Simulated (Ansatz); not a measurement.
InP, DFT, LDA, all-electron PAW with datasets made for the crystal, scalar-relativistic (Ansatz 0.2.0), run on 1 thread of Arm Neoverse V1 on a shared host.

The geometry is COD entry 1538565, unchecked; take it as a test cell. The listed cell was then made from it by scaling, straining or moving an atom.

Command: `ansatz run input.yaml --threads 1 --pin off --max-ram 3072MiB --backend cpu --events-out ev --progress --plain --runs-dir out`

```yaml
crystal:
  lattice:
    - [-0.02855, 2.840725, 2.840725]
    - [2.840725, -0.02855, 2.840725]
    - [2.840725, 2.840725, -0.02855]
  atoms:
    - { symbol: In, position: [0.0, 0.0, 0.0] }
    - { symbol: P, position: [0.5, 0.5, 0.5] }
kpoints:
  mp_grid: { grid: [11, 11, 11] }
scf:
  occupations: { method: fermi_dirac, width: 0.05 }
hamiltonian:
  xc: lda
  pseudopotentials: { kind: all_electron, datasets: crystal }
output:
  forces: true
  stress: true
  eigenvalues: true
  efg: { contact_densities: true }
```

(1) How large is the problem that the program sets up?

(2) Estimate the wall time and the peak memory.

(3) And the same cell and mesh by PAW with the default files, asked for forces, stress, eigenvalues, efg, on the same hardware?

Results:

(1) 146 irreducible k-points, 399 plane waves at Γ, 13 bands.

(2) 11 s of wall time for 8 SCF iterations, with a peak of 0.47 GiB. Times on shared machines scatter by tens of per cent.

(3) 6.9 s, peak memory 0.4 GiB.
